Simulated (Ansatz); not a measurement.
**Random displacements in TiO$_{2}$**

Computed with Ansatz 0.2.0, DFT r2SCAN, scalar-relativistic, plane waves, PAW. Settings: plane waves to 500 eV, k-mesh 6×6×4 (Γ-centred), Gaussian smearing 0.05 eV. No spin polarisation. Energies are free energies at this smearing, counted from the undisturbed cell; pressure is positive in compression.

The starting cell (relaxed at this level; this form isn't the usual structure):

```xyz
9
Lattice="5.5620 0.0000 0.0000 -2.7810 4.8168 0.0000 0.0000 0.0000 6.0602" Properties=species:S:1:pos:R:3 pbc="T T T"
Ti    2.5928    0.0000    2.0201
Ti   -1.2964    2.2454    4.0402
Ti    1.4846    2.5714    0.0000
O     1.5745    1.3089    1.2945
O     3.6412    0.7091    3.3145
O     3.1273    2.7989    5.3346
O     0.3463    2.0180    4.7658
O    -1.2065    3.5079    2.7457
O     0.8602    4.1078    0.7256
```

The atoms are displaced (Å, in the unstrained cell):

```tsv
atom	ux	uy	uz
Ti1	0.087	0.044	-0.032
Ti2	0.007	0.035	0.020
Ti3	0.087	-0.003	-0.079
O4	-0.065	0.003	-0.024
O5	-0.051	0.013	-0.012
O6	-0.050	-0.073	-0.019
O7	0.000	-0.077	-0.104
O8	0.045	0.050	0.058
O9	-0.059	0.009	0.191
```

Strain (Voigt, engineering shear): (0.0689, 0.0363, 0.0130, -0.1818, -0.0127, 0.1400).

Q: What are the energy change, the stress and the forces?

A: ΔE = 491.9 meV/atom; stress (xx, yy, zz, yz, xz, xy; compression positive) (-1.26, -9.16, -0.10, 15.72, -8.02, -9.71) GPa; gap on the mesh 2.36 eV.
```tsv
atom	Fx (eV/Å)	Fy	Fz
Ti1	-12.29	4.08	9.40
Ti2	1.90	1.13	-4.08
Ti3	-1.89	-4.13	0.79
O4	1.74	1.74	-2.25
O5	1.94	1.97	1.20
O6	-1.25	0.59	1.35
O7	0.81	1.23	1.58
O8	0.66	-1.22	1.55
O9	8.36	-5.40	-9.55
```

Cost: 1 run of about 0.71 core-minutes, on AMD EPYC 9R45 (Zen 5) (shared hosts).